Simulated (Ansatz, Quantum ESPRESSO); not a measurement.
# Tuning the work function of W(100), part 7 of 11

Which overlayers raise and which lower the work function of W(100), and does electronegativity predict it?

Quantum ESPRESSO 7.5; plane-wave DFT, PBE, GBRV ultrasoft pseudopotentials; geometry by Ansatz 0.2.0 with PAW datasets.

So far. Step 9 (Self-consistent run, S overlayer): The covered face stands at 4.53 eV against 4.14 eV when clean. Step 9 (Self-consistent run, S overlayer): Inside the slab this potential holds the local part of the pseudopotentials, which can be repulsive at the nuclei; only its value in the vacuum has a meaning of its own.

## Step 10: Projections on atomic orbitals, S overlayer

Input file S.pdos.in:

```
&projwfc
  prefix = 'S.esm'
  outdir = './out'
  filpdos = 'S.pdos'
  Emin = -12.398
  Emax = -0.398
  DeltaE = 0.1
  ngauss = 0
  degauss = 0.01
/
```

Launch:

```bash
$ OMP_NUM_THREADS=1 mpirun -n 4 projwfc.x -in S.pdos.in > S.pdos.out
```

Numbers of over 12 decimals in the logs are rounded to 6 here.

Output:

```text
[banner, memory and clock lines left out]
Program PROJWFC v.7.5 starts

          URL

     ./out/S.esm.save/

     IMPORTANT: XC functional enforced from input :
     Exchange-correlation= PBE
                           (   1   4   3   4   0   0   0)
     Any further DFT definition will be discarded
     Please, verify this is what you really want

     negative rho (up, down):  3.354E-01 0.000E+00

     Gaussian broadening (read from input): ngauss,degauss=   0    0.010000

     Calling projwave ....
     one sub-group per band group will be used

     linear algebra parallelized on   4 procs

  Problem Sizes
  natomwfc =           69
  nx       =           35
  nbnd     =           46
  nkstot   =           15
  npwx     =         1880
  nkb      =          148

     Atomic states used for projection
     (read from pseudopotential files):

     state #   1: atom   1 (W  ), wfc  1 (l=0 m= 1)
     state #   2: atom   1 (W  ), wfc  2 (l=1 m= 1)
     state #   3: atom   1 (W  ), wfc  2 (l=1 m= 2)
     state #   4: atom   1 (W  ), wfc  2 (l=1 m= 3)
     state #   5: atom   1 (W  ), wfc  3 (l=2 m= 1)
     state #   6: atom   1 (W  ), wfc  3 (l=2 m= 2)
     state #   7: atom   1 (W  ), wfc  3 (l=2 m= 3)
     state #   8: atom   1 (W  ), wfc  3 (l=2 m= 4)
     state #   9: atom   1 (W  ), wfc  3 (l=2 m= 5)
     state #  10: atom   1 (W  ), wfc  4 (l=0 m= 1)
     state #  11: atom   1 (W  ), wfc  5 (l=1 m= 1)
     state #  12: atom   1 (W  ), wfc  5 (l=1 m= 2)
     state #  13: atom   1 (W  ), wfc  5 (l=1 m= 3)
     state #  14: atom   2 (W  ), wfc  1 (l=0 m= 1)
     state #  15: atom   2 (W  ), wfc  2 (l=1 m= 1)
     state #  16: atom   2 (W  ), wfc  2 (l=1 m= 2)
     state #  17: atom   2 (W  ), wfc  2 (l=1 m= 3)
     state #  18: atom   2 (W  ), wfc  3 (l=2 m= 1)
     state #  19: atom   2 (W  ), wfc  3 (l=2 m= 2)
     state #  20: atom   2 (W  ), wfc  3 (l=2 m= 3)
     state #  21: atom   2 (W  ), wfc  3 (l=2 m= 4)
     state #  22: atom   2 (W  ), wfc  3 (l=2 m= 5)
     state #  23: atom   2 (W  ), wfc  4 (l=0 m= 1)
     state #  24: atom   2 (W  ), wfc  5 (l=1 m= 1)
     state #  25: atom   2 (W  ), wfc  5 (l=1 m= 2)
     state #  26: atom   2 (W  ), wfc  5 (l=1 m= 3)
     state #  27: atom   3 (W  ), wfc  1 (l=0 m= 1)
     state #  28: atom   3 (W  ), wfc  2 (l=1 m= 1)
     state #  29: atom   3 (W  ), wfc  2 (l=1 m= 2)
     state #  30: atom   3 (W  ), wfc  2 (l=1 m= 3)
     state #  31: atom   3 (W  ), wfc  3 (l=2 m= 1)
     state #  32: atom   3 (W  ), wfc  3 (l=2 m= 2)
     state #  33: atom   3 (W  ), wfc  3 (l=2 m= 3)
     state #  34: atom   3 (W  ), wfc  3 (l=2 m= 4)
     state #  35: atom   3 (W  ), wfc  3 (l=2 m= 5)
     state #  36: atom   3 (W  ), wfc  4 (l=0 m= 1)
     state #  37: atom   3 (W  ), wfc  5 (l=1 m= 1)
     state #  38: atom   3 (W  ), wfc  5 (l=1 m= 2)
     state #  39: atom   3 (W  ), wfc  5 (l=1 m= 3)
     state #  40: atom   4 (W  ), wfc  1 (l=0 m= 1)
     state #  41: atom   4 (W  ), wfc  2 (l=1 m= 1)
     state #  42: atom   4 (W  ), wfc  2 (l=1 m= 2)
     state #  43: atom   4 (W  ), wfc  2 (l=1 m= 3)
     state #  44: atom   4 (W  ), wfc  3 (l=2 m= 1)
     state #  45: atom   4 (W  ), wfc  3 (l=2 m= 2)
     state #  46: atom   4 (W  ), wfc  3 (l=2 m= 3)
     state #  47: atom   4 (W  ), wfc  3 (l=2 m= 4)
     state #  48: atom   4 (W  ), wfc  3 (l=2 m= 5)
     state #  49: atom   4 (W  ), wfc  4 (l=0 m= 1)
     state #  50: atom   4 (W  ), wfc  5 (l=1 m= 1)
     state #  51: atom   4 (W  ), wfc  5 (l=1 m= 2)
     state #  52: atom   4 (W  ), wfc  5 (l=1 m= 3)
     state #  53: atom   5 (W  ), wfc  1 (l=0 m= 1)
     state #  54: atom   5 (W  ), wfc  2 (l=1 m= 1)
     state #  55: atom   5 (W  ), wfc  2 (l=1 m= 2)
     state #  56: atom   5 (W  ), wfc  2 (l=1 m= 3)
     state #  57: atom   5 (W  ), wfc  3 (l=2 m= 1)
     state #  58: atom   5 (W  ), wfc  3 (l=2 m= 2)
     state #  59: atom   5 (W  ), wfc  3 (l=2 m= 3)
     state #  60: atom   5 (W  ), wfc  3 (l=2 m= 4)
     state #  61: atom   5 (W  ), wfc  3 (l=2 m= 5)
     state #  62: atom   5 (W  ), wfc  4 (l=0 m= 1)
     state #  63: atom   5 (W  ), wfc  5 (l=1 m= 1)
     state #  64: atom   5 (W  ), wfc  5 (l=1 m= 2)
     state #  65: atom   5 (W  ), wfc  5 (l=1 m= 3)
     state #  66: atom   6 (S  ), wfc  1 (l=0 m= 1)
     state #  67: atom   6 (S  ), wfc  2 (l=1 m= 1)
     state #  68: atom   6 (S  ), wfc  2 (l=1 m= 2)
     state #  69: atom   6 (S  ), wfc  2 (l=1 m= 3)

[... projections of each state ...]
Lowdin Charges:

     Atom #   1: total charge =  13.9306, s =  2.4276,
     Atom #   1: total charge =  13.9306, p =  6.8243, pz=  2.2075, px=  2.3084, py=  2.3084,
     Atom #   1: total charge =  13.9306, d =  4.6786, dz2=  0.7823, dxz=  0.9962, dyz=  0.9962, dx2-y2=  0.8728, dxy=  1.0312,
     Atom #   2: total charge =  14.0511, s =  2.3207,
     Atom #   2: total charge =  14.0511, p =  7.0789, pz=  2.3898, px=  2.3446, py=  2.3446,
     Atom #   2: total charge =  14.0511, d =  4.6514, dz2=  0.7314, dxz=  1.0750, dyz=  1.0750, dx2-y2=  0.7334, dxy=  1.0366,
     Atom #   3: total charge =  13.9699, s =  2.3016,
     Atom #   3: total charge =  13.9699, p =  7.0259, pz=  2.3431, px=  2.3414, py=  2.3414,
     Atom #   3: total charge =  13.9699, d =  4.6424, dz2=  0.7205, dxz=  1.0631, dyz=  1.0631, dx2-y2=  0.7668, dxy=  1.0289,
     Atom #   4: total charge =  14.0608, s =  2.3072,
     Atom #   4: total charge =  14.0608, p =  7.0377, pz=  2.3281, px=  2.3548, py=  2.3548,
     Atom #   4: total charge =  14.0608, d =  4.7159, dz2=  0.7351, dxz=  1.0872, dyz=  1.0872, dx2-y2=  0.7356, dxy=  1.0707,
     Atom #   5: total charge =  14.2898, s =  2.3570,
     Atom #   5: total charge =  14.2898, p =  7.0868, pz=  2.3629, px=  2.3620, py=  2.3620,
     Atom #   5: total charge =  14.2898, d =  4.8460, dz2=  0.8993, dxz=  1.0655, dyz=  1.0655, dx2-y2=  0.9247, dxy=  0.8910,
     Atom #   6: total charge =   5.5585, s =  1.5247,
     Atom #   6: total charge =   5.5585, p =  4.0337, pz=  1.3596, px=  1.3371, py=  1.3371,
     Atom #   6: total charge =   5.5585, d =  0.0000, dz2=  0.0000, dxz=  0.0000, dyz=  0.0000, dx2-y2=  0.0000, dxy=  0.0000,
     Spilling Parameter:   0.0018

Note: The following floating-point exceptions are signalling: IEEE_DIVIDE_BY_ZERO IEEE_UNDERFLOW_FLAG IEEE_DENORMAL
Note: The following floating-point exceptions are signalling: IEEE_DIVIDE_BY_ZERO IEEE_UNDERFLOW_FLAG IEEE_DENORMAL
Note: The following floating-point exceptions are signalling: IEEE_DIVIDE_BY_ZERO IEEE_UNDERFLOW_FLAG IEEE_DENORMAL
Note: The following floating-point exceptions are signalling: IEEE_DIVIDE_BY_ZERO IEEE_UNDERFLOW_FLAG IEEE_DENORMAL
```

It took 3.6 s on 4 MPI ranks of Intel Xeon at 2.70GHz, shared host; peak memory 0.57 GiB; 13 s of CPU time.

Numbers from this step:

- spilling of the projection: 0.0018

Projected DOS an atom over height of the atomic layer and energy from the Fermi level. Columns are the atomic layers from the bottom up.

Ten even steps from '_' (0.02 states/eV) to '@' (2.34 states/eV), each cell a mean:
```
++::--==--..
##::::::==..
++....::--__
@@::::::++..
@@::..----__
==::..--==__
----::::..__
======----__
**++++----__
==####**==..
--++++**==..
..--==++::::
==**====::==
::----::--==
__::----::::
..--==--::::
..::::::--==
____....::--
__......--==
________....
______......
__________..
```
Columns: height of the atomic layer (Å) from -3.78 to 3.78 (not evenly spaced); rows upwards: energy from the Fermi level (eV) from -8.00 to 1.40.

The atomic orbitals miss 0.2 % of the occupied states; for empty states the projections can miss much more.

## Step 11: Relaxation with Ansatz, Se overlayer

Level of this step: plane-wave DFT, PBE, Ansatz PAW (Ansatz 0.2.0).

System of this step: W(100), 5 layers, one monolayer of Se on hollow sites. The cell holds 6 atoms: 5 W and 1 Se. Its edges and angles: a = 3.160 Å, b = 3.160 Å, c = 25.320 Å, α = 90.0°, β = 90.0°, γ = 90.0°. It derives from W. Vacuum lies along c.

Input file input.yaml:

```yaml
crystal:
  lattice:
    - [3.16, 0.0, 0.0]
    - [0.0, 3.16, 0.0]
    - [0.0, 0.0, 25.32]
  atoms:
    - { symbol: W, position: [0.0, 0.0, 0.3278041074] }
    - { symbol: W, position: [0.5, 0.5, 0.3902053712] }
    - { symbol: W, position: [0.0, 0.0, 0.4526066351] }
    - { symbol: W, position: [0.5, 0.5, 0.5150078989] }
    - { symbol: W, position: [0.0, 0.0, 0.5774091627] }
    - { symbol: Se, position: [0.5, 0.5, 0.6453534282] }
kpoints:
  mp_grid: { grid: [8, 8, 1] }
hamiltonian:
  xc: pbe
scf:
  occupations: { method: fermi_dirac, width: 0.1 }
  convergence: { dr2_threshold: 1.0e-08 }
efield:
  axis: 3
  dipole_correction: true
  ramp_position: 0.97
  ramp_width: 0.04
relax:
  f_tol: 0.01
  constraints: [{ sites: [0, 1, 2] }]
output:
  write_potential: true
  write_density: true
  volumetric_format: npy
```

Launch:

```bash
$ ansatz run input.yaml --threads 4 --pin off --max-ram 8192MiB --backend cpu --events-out ev --progress --plain --runs-dir out
```

Output:

```text
[...]
Crystal: 6 atoms, lattice volume = 252.835 Å³
Basis set: ecut = 420 eV, 4957 PW (Γ), exchange–correlation on 48×48×360 points (8 copies of the dense FFT grid, shifted against one another)
Bands: 52, of which v1, the nominal top of the filled ones, is band 43 counted from 1 (42 counted from 0)
Symmetry: 8 space group operations
[...]
F+E_penalty+E_count = -57390.45008714 eV   max|allowed force component| = 7.001e-3 eV/Å
  atoms:
    - { symbol: W, position: [0.0, 0.0, 0.327804] }
    - { symbol: W, position: [0.500000, 0.500000, 0.390205] }
    - { symbol: W, position: [0.0, 0.0, 0.452607] }
    - { symbol: W, position: [0.500000, 0.500000, 0.513654] }
    - { symbol: W, position: [3.3747564402076568e-18, 0, 0.579577] }
    - { symbol: Se, position: [0.500000, 0.500000, 0.637592] }
[key lines of the parts left out:]
SCF converged after 5 iterations
Free energy (F): -57390.450087 eV
Fermi energy:    5.386293 eV
Dipole field:    D = -0.011229 V/Å  (p = -0.015690 e·Å, saw-weighted, corrected)
Work function:   Φ+ = 4.5437 eV   Φ− = 4.2594 eV
```

The job ended after 32 s (4 threads; peak memory 0.72 GiB).

Step by step:

| step | energy less that of the first step (eV) | largest force component (eV/Å) |
| --- | --- | --- |
| 1 | 0.0000 | 1.6888 |
| 2 | -0.1787 | 0.7954 |
| 3 | -0.1835 | 0.5126 |
| 4 | -0.2188 | 0.0437 |
| 5 | -0.2188 | 0.0070 |

The atoms that moved most (Å):

| atom | dx | dy | dz | length |
| --- | --- | --- | --- | --- |
| Se6 | 0.000 | 0.000 | -0.197 | 0.197 |
| W5 | 0.000 | 0.000 | 0.055 | 0.055 |
| W4 | 0.000 | 0.000 | -0.034 | 0.034 |

Final coordinates:

```xyz
6
Lattice="3.1600 0.0000 0.0000 0.0000 3.1600 0.0000 0.0000 0.0000 25.3200" Properties=species:S:1:pos:R:3
W     0.0000    0.0000    8.3000
W     1.5800    1.5800    9.8800
W     0.0000    0.0000   11.4600
W     1.5800    1.5800   13.0057
W     0.0000    0.0000   14.6749
Se    1.5800    1.5800   16.1438
```

The relaxation lowers the energy by 36 meV an atom. Held were the atoms numbered 1, 2 and 3; the forces quoted are those on the free ones.

This step gave:

| Property | Result |
| --- | --- |
| free energy | -57390.4501 eV |
| energy at zero smearing | -57390.3658 eV |
| smearing term TS | 0.1686 eV |
| Fermi energy | 5.386 eV |
| work function of the upper face | 4.544 eV |
| work function of the lower face | 4.259 eV |
| dipole along the normal | -0.01569 e·Å |

[end of part 7 of 11]

[Logs are printed without paths, hosts, clocks, repeated set-up lines and the standing remarks that a program may print on its own settings, such as how far it seeks lower states.]

[Hosts, paths, dates, database ids (printed as entryN), source tags and the programs' standing remarks are cut or masked in the printed files.]

[Maps of the electrostatic potential energy from Ansatz leave out the sawtooth potential of an applied field or a dipole correction, so their vacuum need not be flat; planar profiles and work functions include it.]
